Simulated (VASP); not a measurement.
# Tl (P-1) in VASP: single point with r2SCAN

Aim: the single point of Tl with r2SCAN.

Everything below comes from runs of VASP 6.6.1. Logs are shortened: lines on timing, memory, paths and dates and some standing lists are left out, and cuts for length are marked.

### 1 Starting point

The typed cell holds 2 atoms: a = 4.508 Å, b = 4.518 Å, c = 3.282 Å, α = 76.09°, β = 75.34°, γ = 84.25°.

The cell was built by a generator and needn't be a form met in nature.

### 2 Single point, r2SCAN

File POSCAR:

```
Tl
1.0
    3.3435873000      3.0233242700      0.0160798800
    3.3503267500     -3.0306766600      0.0477981800
    1.1216721100      0.0148001800     -3.0845911900
Tl
2
Direct
    0.2470920000      0.2902810000      0.8134730000
    0.6761190000      0.6979050000      0.2559760000
```

File INCAR.step1:

```
  PREC = Accurate
  ENCUT = 520
  ISMEAR = -1
  SIGMA = 0.1
  LREAL = False
  LASPH = True
  NELM = 100
  NBANDS = 20
  GGA = PE
  ALGO = Normal
  EDIFF = 1E-4
  LWAVE = True
  LCHARG = False
```

File INCAR.step2:

```
  PREC = Accurate
  ENCUT = 520
  EDIFF = 1E-6
  ISMEAR = -1
  SIGMA = 0.1
  LREAL = False
  LASPH = True
  NELM = 100
  ALGO = Normal
  ISIF = 2
  LWAVE = False
  LCHARG = False
  METAGGA = R2SCAN
  LMIXTAU = True
  NBANDS = 20
  ISTART = 1
```

File KPOINTS:

```
Automatic mesh
0
Gamma
  4 4 6
  0 0.5 0
```

Potentials or basis: VASP PAW PBE potentials, release 64 (Tl_d).

Started as:

```console
$ cat potpaw_PBE.64/Tl_d/POTCAR > POTCAR
$ cp INCAR.step1 INCAR
$ mpirun -np 1 vasp_std > vasp.out
$ cp INCAR.step2 INCAR
$ mpirun -np 1 vasp_std > vasp.out
```

OUTCAR:

```text
PREC = Accurate
   ENCUT = 520
   EDIFF = 1E-6
   ISMEAR = -1
   LREAL = False
   LASPH = True
   NELM = 100
   ISIF = 2
   METAGGA = R2SCAN
   ISTART = 1

 ion  position               nearest neighbor table
   1  0.247  0.290  0.813-   2 2.79   2 3.25   2 3.40   2 3.56   2 3.63   2 3.68   2 3.71
   2  0.676  0.698  0.256-   1 2.79   1 3.25   1 3.40   1 3.56   1 3.63   1 3.68   1 3.71

  LATTYP: Found a triclinic cell.
 ALAT       =     4.5078070319
 B/A-ratio  =     1.3430228329
 C/A-ratio  =     0.7281224601
 COS(alpha) =     0.0090523559
 COS(beta)  =     0.2531518238
 COS(gamma) =     0.6698322563

  Lattice vectors:

 A1 = (  -3.3435873000,  -3.0233242700,  -0.0160798800)
 A2 = (   0.0067394500,  -6.0540009300,   0.0317183000)
 A3 = (  -1.1216721100,  -0.0148001800,   3.0845911900)

Analysis of symmetry for initial positions (statically):
=====================================================================
 Subroutine PRICEL returns:
 Original cell was already a primitive cell.

 Routine SETGRP: Setting up the symmetry group for a
 triclinic supercell.

 Subroutine GETGRP returns: Found  2 space group operations
 (whereof  1 operations were pure point group operations)
 out of a pool of  2 trial point group operations.

The static configuration has the point symmetry C_1 .
 The point group associated with its full space group is S_2 .

Analysis of symmetry for dynamics (positions and initial velocities):
=====================================================================
 Subroutine PRICEL returns:
 Original cell was already a primitive cell.

 Routine SETGRP: Setting up the symmetry group for a
 triclinic supercell.

 Subroutine GETGRP returns: Found  2 space group operations
 (whereof  1 operations were pure point group operations)
 out of a pool of  2 trial point group operations.

The dynamic configuration has the point symmetry C_1 .
 The point group associated with its full space group is S_2 .

 Subroutine INISYM returns: Found  2 space group operations
 (whereof  1 operations are pure point group operations),
 and found     1 'primitive' translations

----------------------------------------------------------------------------------------

                                     Primitive cell

  volume of cell :      62.7166

  direct lattice vectors                    reciprocal lattice vectors
     3.343587300  3.023324270  0.016079880     0.149046569  0.165634067  0.054993606
     3.350326750 -3.030676660  0.047798180     0.148700030 -0.164735326  0.053282446
     1.121672110  0.014800180 -3.084591190     0.003081200 -0.001689259 -0.323079735

  length of vectors
     4.507807032  4.517961378  3.282235546     0.229507779  0.228228933  0.323098844

  position of ions in fractional coordinates (direct lattice)
     0.247092000  0.290281000  0.813473000
     0.676119000  0.697905000  0.255976000

  ion indices of the primitive-cell ions
   primitive index   ion index
                 1           1
                 2           2

----------------------------------------------------------------------------------------

 KPOINTS: Automatic mesh

Automatic generation of k-mesh.
 Grid dimensions read from file:
 generate k-points for:    4    4    6

 Generating k-lattice:

  Cartesian coordinates                     Fractional coordinates (reciprocal lattice)
     0.037261642  0.041408517  0.013748402     0.250000000 -0.000000000  0.000000000
     0.037175008 -0.041183831  0.013320612    -0.000000000  0.250000000  0.000000000
     0.000513533 -0.000281543 -0.053846623     0.000000000  0.000000000  0.166666667

  Length of vectors
     0.057376945  0.057057233  0.053849807

  Shift w.r.t. Gamma in fractional coordinates (k-lattice)
     0.000000000  0.500000000  0.000000000

 Subroutine IBZKPT returns following result:
 ===========================================

 Found     48 irreducible k-points:

 Following reciprocal coordinates:
            Coordinates               Weight
  0.000000  0.125000  0.000000      2.000000
  0.250000  0.125000  0.000000      2.000000
  0.500000  0.125000  0.000000      2.000000
 -0.250000  0.125000  0.000000      2.000000
 -0.000000  0.375000  0.000000      2.000000
  0.250000  0.375000  0.000000      2.000000
[... 16 lines left out ...]
  0.500000 -0.125000  0.166667      2.000000
 -0.250000 -0.125000  0.166667      2.000000
 [... further k-points ...]
   k-points           NKPTS =     48   k-points in BZ     NKDIM =     48   number of bands    NBANDS=     20
   number of dos      NEDOS =    301   number of ions     NIONS =      2
   total plane-waves  NPLWV =  31104
   dimension x,y,z NGX =    36 NGY =   36 NGZ =   24
   dimension x,y,z NGXF=    72 NGYF=   72 NGZF=   48
   ions per type =               2
   NGX,Y,Z   is equivalent  to a cutoff of  13.28, 13.25, 12.16 a.u.
   NGXF,Y,Z  is equivalent  to a cutoff of  26.55, 26.49, 24.31 a.u.
 SYSTEM =  unknown system
   PREC   = accura    normal or accurate (medium, high low for compatibility)
   ISTART =      1    job   : 0-new  1-cont  2-samecut
   ICHARG =      0    charge: 1-file 2-atom 10-const
   ISPIN  =      1    spin polarized calculation?
   LNONCOLLINEAR =      F non collinear calculations
   LSORBIT =      F    spin-orbit coupling
   LASPH  =      T    aspherical Exc in radial PAW
   ENCUT  =  520.0 eV  38.22 Ry    6.18 a.u.   8.38  8.40  6.10*2*pi/ulx,y,z
   NELM   =    100;   NELMIN=  2; NELMDL=  0     # of ELM steps
   EDIFF  = 0.1E-05   stopping-criterion for ELM
   LREAL  =      F    real-space projection
   EDIFFG = 0.1E-04   stopping-criterion for IOM
   NSW    =      0    number of steps for IOM
   IBRION =     -1    ionic relax: 0-MD 1-quasi-New 2-CG
   NFREE  =      0    steps in history (QN), initial steepest desc. (CG)
   ISIF   =      2    stress and relaxation
   ISYM   =      2    0-nonsym 1-usesym 2-fastsym
   POTIM  = 0.5000    time-step for ionic-motion
   TEBEG  =    0.0;   TEEND  =   0.0 temperature during run
   PSTRESS=    0.0 pullay stress
   NELECT =      26.0000    total number of electrons
   NUPDOWN=      -1.0000    fix difference up-down
   EMIN   =  10.00;   EMAX   =-10.00  energy-range for DOS
   EFERMI =   0.00;   METHOD = LEGACY
   ISMEAR =    -1;   SIGMA  =   0.10  broadening in eV -4-tet -1-fermi 0-gaus
   EFERMI_NEDOS =   21; number of points for ismear=-14 and -15
   IALGO  =     38    algorithm
   IMIX   =      4    mixing-type and parameters
     AMIX     =   0.40;   BMIX     =  1.00
     AMIX_MAG =   1.60;   BMIX_MAG =  1.00
  volume/ion in A,a.u.               =      31.36       211.62
  Fermi-wavevector in a.u.,A,eV,Ry     =   1.220689  2.306768 20.273803  1.490082
  Thomas-Fermi vector in A             =   2.355898
   LORBIT       =      0    0 simple, 1 ext, 2 COOP (PROOUT), +10 PAW based schemes
   METAGGA = R2SCAN    functional components
   LHFCALC =     F    Hartree Fock is set to
   AEXX    =    0.0000 exact exchange contribution
   IVDW    =     0    specifies the selected vdW correction
   LEPSILON=     F    determine dielectric tensor
   LRPA    =     F    only Hartree local field effects (RPA)
 non-spin polarized calculation
  energy-cutoff  :      520.00
  volume of cell :       62.72
 maximum number of plane-waves:      1707
 NGX is ok and might be reduce to    36
   NGX = 17   NGY = 17   NGZ = 13

 number of electron      25.9999997 magnetization

 Free energy of the ion-electron system (eV)
  ---------------------------------------------------
  ext. energy  EPLUGINS =         0.00000000
  ---------------------------------------------------
  free energy    TOTEN  =      -105.96037071 eV

  energy without entropy =     -105.92388123  energy(sigma->0) =     -105.94212597

 E-fermi :   5.6745     XC(G=0): -10.2563

 val. band max:        5.6499722045   @ k =   0.5000   0.1250   0.0000
 cond. band min:       5.6839131676   @ k =   0.5000  -0.1250   0.3333
 fundamental gap:      0.0339409630
 Fermi energy:         5.6744761160

 k-point     1 :       0.0000    0.1250    0.0000
  band No.  band energies     occupation
      1      -7.2127      2.00000
      2      -6.9886      2.00000
      3      -6.8786      2.00000
      4      -6.7805      2.00000
      5      -6.4100      2.00000
      6      -6.3024      2.00000
[... 12 lines left out ...]
     19      15.3352      0.00000
     20      17.3943      0.00000

 k-point     2 :       0.2500    0.1250    0.0000
  band No.  band energies     occupation
      1      -7.1280      2.00000
      2      -6.9775      2.00000
      3      -6.8046      2.00000
      4      -6.7608      2.00000
      5      -6.4331      2.00000
      6      -6.3544      2.00000
[... 12 lines left out ...]
     19      15.2078      0.00000
     20      17.9196      0.00000

 k-point     3 :       0.5000    0.1250    0.0000
  band No.  band energies     occupation
      1      -7.0869      2.00000
      2      -6.9401      2.00000
      3      -6.8292      2.00000
      4      -6.7354      2.00000
      5      -6.4502      2.00000
      6      -6.3213      2.00000
[... 12 lines left out ...]
     19      17.0760      0.00000
     20      17.2946      0.00000

 k-point     4 :      -0.2500    0.1250    0.0000
  band No.  band energies     occupation
      1      -7.1982      2.00000
      2      -6.9570      2.00000
      3      -6.8464      2.00000
      4      -6.7603      2.00000
      5      -6.4360      2.00000
      6      -6.2931      2.00000
[... 429 lines left out ...]
 k-point    23 :       0.5000   -0.1250    0.1667
  band No.  band energies     occupation
      1      -7.1630      2.00000
      2      -6.7955      2.00000
      3      -6.7500      2.00000
      4      -6.6251      2.00000
      5      -6.5537      2.00000
      6      -6.3557      2.00000
[... 12 lines left out ...]
     19      16.0946      0.00000
     20      17.2970      0.00000

 k-point    24 :      -0.2500   -0.1250    0.1667
  band No.  band energies     occupation
      1      -7.0863      2.00000
      2      -6.8475      2.00000
      3      -6.7403      2.00000
      4      -6.6176      2.00000
      5      -6.5238      2.00000
      6      -6.4116      2.00000
[... 12 lines left out ...]
     19      15.2975      0.00000
     20      17.5454      0.00000

 [... further k-points ...]

------------------------ aborting loop because EDIFF is reached ----------------------------------------

  FORCE on cell =-STRESS in cart. coord.  units (eV):
  Direction    XX          YY          ZZ          XY          YZ          ZX
  --------------------------------------------------------------------------------------
  -------------------------------------------------------------------------------------
  Total        1.6003743     -1.0603577      2.2731640     -0.2561491      0.1364008      1.1043311
  in kB       40.8836617    -27.0882277     58.0709565     -6.5436641      3.4845377     28.2115877
  external PRESSURE =      23.9554635 kB  Pullay stress =       0.0000000 kB

 VOLUME and BASIS-vectors are now :
 -----------------------------------------------------------------------------
  energy-cutoff  :      520.00
  volume of cell :       62.72
      direct lattice vectors                 reciprocal lattice vectors
     3.343587300  3.023324270  0.016079880     0.149046569  0.165634067  0.054993606
     3.350326750 -3.030676660  0.047798180     0.148700030 -0.164735326  0.053282446
     1.121672110  0.014800180 -3.084591190     0.003081200 -0.001689259 -0.323079735

 POSITION                                       TOTAL-FORCE (eV/Angst)
 -----------------------------------------------------------------------------------
      2.71116     -0.12067     -2.49138        -1.185136      0.071307     -0.772949
      4.88599     -0.06721     -0.74535         1.185136     -0.071307      0.772949
 -----------------------------------------------------------------------------------
    total drift:                               -0.000022     -0.000029     -0.000016

  FREE ENERGIE OF THE ION-ELECTRON SYSTEM (eV)
  ---------------------------------------------------
  free  energy   TOTEN  =      -105.9603707081 eV

  energy  without entropy=     -105.9238812312  energy(sigma->0) =     -105.94212597
```

Run time: 4.1 min. Hardware: 1 thread of AMD EPYC 7R43 (Zen 3), shared host; peak memory 0.17 GiB.

Results:

```yaml
Free_energy: -105.9604 eV
Pressure: 2.4 GPa
Largest_force: 1.417 eV/Å
Band_gap_on_the_k_mesh: none (metal or under the smearing width)
```

Forces on the atoms (eV/Å):
```
Tl  -1.185  0.071 -0.773
Tl   1.185 -0.071  0.773
```

Caveat: the k mesh is coarse (spacing up to 0.36 Å⁻¹), so the values aren't converged; the PAW data sets were made with another functional, which shifts forces and pressure a little. The run has no spin-orbit coupling, so splittings on Tl are missing.
